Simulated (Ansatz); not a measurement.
Born–Oppenheimer molecular dynamics of a periodic cell of 16 atoms, Li (start crystal Li, start structure bcc, volume 1.15 times the crystal's). It goes on from the last frame of an earlier run, with new velocities.

All numbers below come from Ansatz, DFT PBE, scalar-relativistic, plane waves, PAW. Settings: accuracy low, cutoff 420 eV, k mesh 2x2x2, fermi-dirac smearing 0.16 eV, no spin polarisation.

```json
{
 "ensemble": "NPT, Langevin",
 "time step": "1 fs",
 "steps asked": "270",
 "set temperature": "1260 K",
 "friction": "0.01 /fs",
 "pressure": "0 GPa",
 "seed": "624614"
}
```

Frames 2 fs apart, positions in Å.

Velocities at 230.0 fs (Å/ps):

```
Li -15.04 0.77 -1.91
Li 3.23 -4.33 17.16
Li -24.17 10.34 10.79
Li -15.34 1.99 -13.76
Li 6.69 23.36 6.55
Li 15.60 0.48 2.53
Li 5.58 -11.05 4.11
Li -10.92 -4.42 -2.22
Li 10.85 15.32 33.04
Li -9.73 6.07 3.11
Li -17.05 5.82 -17.09
Li 13.40 16.16 13.00
Li 14.25 -15.53 10.35
Li -15.35 9.00 2.63
Li 17.44 14.19 -0.74
Li 1.46 -0.96 5.13
```

```xyz
16
Lattice="7.4021 0.0000 0.0000 0.0000 8.7433 0.0000 0.0000 0.0000 6.9755" Properties=species:S:1:pos:R:3 time_fs=230.0 energy_less_start_eV=-0.483 T=1254
Li -0.158 0.564 -3.344
Li 4.274 -0.497 -1.389
Li 0.239 4.633 -0.607
Li -1.197 -0.255 1.018
Li 2.745 2.223 0.939
Li 3.305 5.565 1.213
Li 3.996 -0.071 2.590
Li 5.344 2.435 0.287
Li 1.276 3.511 2.800
Li 2.311 6.487 2.925
Li 2.409 1.424 4.954
Li 3.272 4.756 5.269
Li 5.623 5.968 3.701
Li 5.004 3.567 3.647
Li 1.531 8.006 7.223
Li 5.781 6.152 6.853
16
Lattice="7.3977 0.0000 0.0000 0.0000 8.7479 0.0000 0.0000 0.0000 6.9815" Properties=species:S:1:pos:R:3 time_fs=232.0 energy_less_start_eV=-0.455 T=1205
Li -0.188 0.570 -3.353
Li 4.276 -0.504 -1.354
Li 0.194 4.652 -0.588
Li -1.221 -0.252 0.995
Li 2.758 2.272 0.957
Li 3.332 5.568 1.218
Li 4.005 -0.092 2.603
Li 5.317 2.432 0.281
Li 1.296 3.544 2.872
Li 2.294 6.505 2.933
Li 2.376 1.435 4.926
Li 3.294 4.788 5.303
Li 5.651 5.944 3.723
Li 4.970 3.583 3.652
Li 1.565 8.037 7.228
Li 5.778 6.157 6.870
16
Lattice="7.3922 0.0000 0.0000 0.0000 8.7521 0.0000 0.0000 0.0000 6.9880" Properties=species:S:1:pos:R:3 time_fs=234.0 energy_less_start_eV=-0.433 T=1184
Li -0.219 0.574 -3.361
Li 4.274 -0.512 -1.318
Li 0.154 4.665 -0.573
Li -1.244 -0.244 0.976
Li 2.771 2.328 0.975
Li 3.361 5.570 1.222
Li 4.009 -0.114 2.616
Li 5.284 2.429 0.273
Li 1.313 3.577 2.951
Li 2.279 6.528 2.940
Li 2.350 1.449 4.906
Li 3.319 4.820 5.338
Li 5.677 5.928 3.742
Li 4.933 3.590 3.656
Li 1.597 8.063 7.233
Li 5.774 6.165 6.890
16
Lattice="7.3895 0.0000 0.0000 0.0000 8.7562 0.0000 0.0000 0.0000 6.9931" Properties=species:S:1:pos:R:3 time_fs=236.0 energy_less_start_eV=-0.411 T=1202
Li -0.250 0.579 -3.368
Li 4.276 -0.525 -1.282
Li 0.114 4.672 -0.558
Li -1.264 -0.236 0.958
Li 2.779 2.383 0.984
Li 3.389 5.569 1.223
Li 4.006 -0.136 2.626
Li 5.247 2.430 0.262
Li 1.331 3.606 3.032
Li 2.267 6.548 2.954
Li 2.330 1.464 4.888
Li 3.347 4.846 5.374
Li 5.706 5.915 3.759
Li 4.898 3.594 3.655
Li 1.630 8.092 7.234
Li 5.771 6.177 6.909
16
Lattice="7.3891 0.0000 0.0000 0.0000 8.7579 0.0000 0.0000 0.0000 6.9971" Properties=species:S:1:pos:R:3 time_fs=238.0 energy_less_start_eV=-0.397 T=1181
Li -0.281 0.583 -3.376
Li 4.285 -0.533 -1.245
Li 0.078 4.675 -0.540
Li -1.279 -0.215 0.943
Li 2.786 2.438 0.985
Li 3.421 5.562 1.223
Li 4.001 -0.155 2.639
Li 5.215 2.438 0.254
Li 1.350 3.627 3.114
Li 2.256 6.571 2.972
Li 2.319 1.479 4.870
Li 3.371 4.872 5.409
Li 5.734 5.898 3.771
Li 4.866 3.592 3.654
Li 1.669 8.121 7.227
Li 5.763 6.188 6.922
16
Lattice="7.3911 0.0000 0.0000 0.0000 8.7573 0.0000 0.0000 0.0000 7.0007" Properties=species:S:1:pos:R:3 time_fs=240.0 energy_less_start_eV=-0.375 T=1125
Li -0.316 0.579 -3.385
Li 4.294 -0.540 -1.211
Li 0.045 4.673 -0.516
Li -1.294 -0.191 0.927
Li 2.791 2.493 0.987
Li 3.453 5.543 1.225
Li 3.994 -0.174 2.644
Li 5.188 2.449 0.243
Li 1.367 3.648 3.193
Li 2.253 6.592 2.991
Li 2.314 1.487 4.851
Li 3.391 4.897 5.442
Li 5.757 5.879 3.780
Li 4.830 3.583 3.658
Li 1.711 8.149 7.218
Li 5.751 6.195 6.935
16
Lattice="7.3940 0.0000 0.0000 0.0000 8.7552 0.0000 0.0000 0.0000 7.0022" Properties=species:S:1:pos:R:3 time_fs=242.0 energy_less_start_eV=-0.364 T=1112
Li -0.346 0.577 -3.392
Li 4.295 -0.543 -1.180
Li 0.014 4.672 -0.501
Li -1.309 -0.165 0.908
Li 2.789 2.548 0.993
Li 3.487 5.518 1.226
Li 3.990 -0.186 2.639
Li 5.163 2.462 0.227
Li 1.380 3.671 3.267
Li 2.251 6.611 3.012
Li 2.316 1.493 4.835
Li 3.405 4.921 5.474
Li 5.782 5.858 3.789
Li 4.794 3.566 3.661
Li 1.757 8.179 7.203
Li 5.733 6.199 6.943
16
Lattice="7.3953 0.0000 0.0000 0.0000 8.7492 0.0000 0.0000 0.0000 6.9999" Properties=species:S:1:pos:R:3 time_fs=244.0 energy_less_start_eV=-0.358 T=1067
Li -0.371 0.577 -3.394
Li 4.293 -0.547 -1.159
Li -0.014 4.669 -0.489
Li -1.325 -0.137 0.891
Li 2.788 2.600 0.999
Li 3.519 5.484 1.227
Li 3.982 -0.192 2.628
Li 5.135 2.469 0.209
Li 1.391 3.686 3.335
Li 2.246 6.631 3.037
Li 2.320 1.501 4.816
Li 3.413 4.942 5.502
Li 5.807 5.836 3.799
Li 4.763 3.540 3.654
Li 1.802 8.206 7.184
Li 5.711 6.194 6.939
16
Lattice="7.3945 0.0000 0.0000 0.0000 8.7414 0.0000 0.0000 0.0000 6.9959" Properties=species:S:1:pos:R:3 time_fs=246.0 energy_less_start_eV=-0.357 T=1050
Li -0.390 0.580 -3.390
Li 4.288 -0.549 -1.148
Li -0.044 4.660 -0.472
Li -1.337 -0.110 0.870
Li 2.780 2.654 1.006
Li 3.546 5.452 1.230
Li 3.967 -0.194 2.613
Li 5.103 2.472 0.189
Li 1.395 3.692 3.406
Li 2.235 6.650 3.061
Li 2.315 1.510 4.800
Li 3.417 4.961 5.534
Li 5.828 5.824 3.806
Li 4.738 3.507 3.638
Li 1.844 8.226 7.162
Li 5.680 6.185 6.932
16
Lattice="7.3932 0.0000 0.0000 0.0000 8.7312 0.0000 0.0000 0.0000 6.9927" Properties=species:S:1:pos:R:3 time_fs=248.0 energy_less_start_eV=-0.353 T=864
Li -0.406 0.585 -3.394
Li 4.287 -0.550 -1.141
Li -0.075 4.641 -0.456
Li -1.342 -0.083 0.850
Li 2.774 2.706 1.011
Li 3.564 5.425 1.243
Li 3.949 -0.194 2.596
Li 5.071 2.469 0.165
Li 1.400 3.695 3.473
Li 2.220 6.663 3.081
Li 2.308 1.519 4.790
Li 3.421 4.984 5.563
Li 5.846 5.814 3.810
Li 4.707 3.470 3.623
Li 1.878 8.238 7.141
Li 5.648 6.178 6.930
16
Lattice="7.3944 0.0000 0.0000 0.0000 8.7197 0.0000 0.0000 0.0000 6.9874" Properties=species:S:1:pos:R:3 time_fs=250.0 energy_less_start_eV=-0.340 T=791
Li -0.422 0.588 -3.395
Li 4.287 -0.553 -1.132
Li -0.103 4.622 -0.441
Li -1.343 -0.061 0.834
Li 2.772 2.754 1.018
Li 3.583 5.403 1.260
Li 3.934 -0.197 2.579
Li 5.045 2.465 0.137
Li 1.406 3.698 3.533
Li 2.211 6.674 3.099
Li 2.307 1.531 4.781
Li 3.427 5.006 5.583
Li 5.862 5.799 3.810
Li 4.676 3.433 3.611
Li 1.904 8.242 7.126
Li 5.622 6.175 6.931
16
Lattice="7.3968 0.0000 0.0000 0.0000 8.7090 0.0000 0.0000 0.0000 6.9828" Properties=species:S:1:pos:R:3 time_fs=252.0 energy_less_start_eV=-0.338 T=765
Li -0.441 0.595 -3.390
Li 4.283 -0.550 -1.124
Li -0.131 4.601 -0.428
Li -1.343 -0.038 0.825
Li 2.772 2.804 1.030
Li 3.606 5.387 1.275
Li 3.918 -0.207 2.558
Li 5.024 2.457 0.102
Li 1.414 3.701 3.586
Li 2.197 6.685 3.123
Li 2.310 1.542 4.768
Li 3.433 5.029 5.597
Li 5.877 5.789 3.812
Li 4.647 3.395 3.601
Li 1.918 8.236 7.115
Li 5.595 6.177 6.937
```

Of the whole run (270 fs, mean temperature of the second half 1480 K): The conserved energy stayed within 0.07 meV per atom of its start (net change -0.011 meV per atom), so the integration is sound. The mean temperature of the second half is 17 % above the set value. A run of 0.27 ps of so small a system gives no equilibrium averages. Limits of this set-up: coarse k mesh, low accuracy level. The cell's volume went from 391 to 446 Å³.

Time of the run: 19 min on 1 thread of Intel(R) Xeon(R) Platinum 8488C (Sapphire Rapids) (shared host), peak memory 0.69 GiB.
